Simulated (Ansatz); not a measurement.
# Li2Se, explained

**What was measured.** A cell as deposited of cubic Li2Se (space group Fm-3m), temperature not stated, from the Crystallography Open Database (1963), has a = 6.005 Å and 18.05 Å³/atom.

Level of theory: DFT, r²SCAN, scalar-relativistic, no spin polarisation; plane waves to 500 eV with PAW datasets (Ansatz 0.2.0), Γ-centred 8×8×8 mesh, 0.05 eV Gaussian smearing; PAW files: Ansatz's generated set soft_2.

The chain of runs began from a cell as deposited in COD, expanded in volume.

The relaxed structure (symmetry read at 0.01 Å). The structure is cubic, space group Fm-3m (No. 225). Conventional cell: a = 5.985 Å, b = 5.985 Å, c = 5.985 Å, α = 90.00°, β = 90.00°, γ = 90.00°. Li (site symmetry -43m) is surrounded by 4 Se at 2.59 Å. Se (site symmetry m-3m) has 8 Li at 2.59 Å as nearest neighbours. (Neighbours are counted to 15 % beyond the shortest distance.)

Q: Should it be a metal or an insulator?

A: Formal charges Li⁺, Se²⁻ balance and leave closed shells on every ion, so a band insulator is expected, and the gap is 3.48 eV.

Q: What fixes the bond lengths?

A: Shannon's ionic radii give a check on the bond lengths: Li⁺ with 4 neighbours 0.59 Å + Se²⁻ 1.98 Å (six-fold value) = 2.57 Å against a computed mean of 2.59 Å. Sums and bonds agree within 3 %, so ion sizes set the bond lengths.

Q: How ionic is it?

A: Bader charges against formal ones: Li +0.88 (+1), Se −1.76 (−2). The cations give up 88 % of the formal charge; Bader charges stay under formal ones because the anions' density reaches into the cations' basins, though a share this high marks a strongly ionic bond.

All results together:

* Volume: 17.87 Å³/atom
* Band gap: 3.48 eV
* Smallest direct gap: 4.10 eV
* Bader charges: Li 0.88; Se -1.76 e
* Formation energy from the elements (0 K, uncorrected): -1.43 eV/atom

**Against experiment.** r²SCAN gives 5.985 Å and 17.87 Å³/atom, −1.0 % in volume (−0.3 % in length) from the database's cell. The static lattice lacks zero-point motion and thermal expansion; that covers some of the miss, perhaps all.

Semilocal functionals underestimate band gaps, commonly by a third or more.
